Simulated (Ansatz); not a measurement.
# RhBr2F: the cost of one run

Computed with Ansatz 0.2.0 (DFT PBE, scalar-relativistic, plane waves, PAW, unless a step names another level, unless a step's input says otherwise).

9 further runs of the same task are left out: 6 that didn't finish, 3 set aside as unsound or not needed.

## (1) The system as given

It takes space group Cmmm (No. 65, orthorhombic). Conventional cell: a = 4.083 Å, b = 14.265 Å, c = 3.660 Å, α = 90.00°, β = 90.00°, γ = 90.00°. Around Rh (site symmetry mmm) lie 2 F at 2.04 Å and 4 Br at 2.49 Å. Br (site symmetry m2m) is surrounded by 2 Rh at 2.49 Å. F (site symmetry mmm) is surrounded by 2 Rh at 2.04 Å.

Coordinates:

```xyz
4
Lattice="2.0417 -7.1324 0.0000 2.0417 7.1324 0.0000 0.0000 0.0000 3.6605" Properties=species:S:1:pos:R:3 pbc="T T T"
Rh    0.0000    0.0000    0.0000
Br    2.0417    5.4454    1.8302
Br    2.0417   -5.4454    1.8302
F     2.0417    0.0000    0.0000
```

It came out lowest among 19 distinct ends of the trial cells. At a tolerance of 0.05 Å it has space group Cmmm (No. 65).

## (2) A stricter relaxation, on the response runs' mesh and smearing

input.yaml reads:

```yaml
crystal:
  lattice:
    - [2.0416522561, -7.1323913422, 0.0]
    - [2.0416522561, 7.1323913422, 0.0]
    - [0.0, 0.0, 3.6604619636]
  atoms:
    - { symbol: Rh, position: [0.0, 0.0, 0.0] }
    - { symbol: Br, position: [0.1182610917, 0.8817389083, 0.5] }
    - { symbol: Br, position: [0.8817389083, 0.1182610917, 0.5] }
    - { symbol: F, position: [0.5, 0.5, 0.0] }
basis:
  ecutwfc: 420
kpoints:
  mp_grid: { grid: [10, 10, 10] }
hamiltonian:
  xc: pbe
scf:
  occupations: { method: gaussian, width: 0.1 }
output:
  forces: true
  stress: true
  eigenvalues: true
relax:
  adjacent_minimum: "off"
  f_tol: 0.001
  max_steps: 60
  cell: { stress_tol: 0.01 }
```

The run is started by

```console
> ansatz run input.yaml --threads 3 --pin off --max-ram 7680MiB --backend cpu --events-out ev --progress --plain --runs-dir out
```

What time and memory should one allow on 3 threads of Arm Neoverse V1, shared host?

About 63 s, with a peak of 0.68 GiB.
